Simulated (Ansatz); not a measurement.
Nb:

```
Nb
1.0
    -1.66395    1.66395    1.66395
     1.66395   -1.66395    1.66395
     1.66395    1.66395   -1.66395
Nb
1
Direct
  0.00000 0.00000 0.00000
```

Base run:

```yaml
Program: Ansatz 0.2.0
Functional: RPBE
Potentials_or_basis: Ansatz PAW
Cutoff: "420 eV (not typed: the program's choice for these potentials)"
k_mesh: 11 × 11 × 11
Occupations: fermi-dirac, width 0.05 eV
Spin: no spin polarisation
```

Its results: band gap on the k mesh none (metal or under the smearing width); pressure 0.8 GPa.

The run is repeated on the same cell with these changes: functional from RPBE to PBEsol. What comes out?

Band gap on the k mesh none (metal or under the smearing width); pressure -7.8 GPa.

PBEsol binds more tightly than RPBE, so the same cell stands under less pressure.

Caveats: the PAW data sets come from PBE, with cores solved anew for the run's functional, which leaves a small shift of forces and pressure.
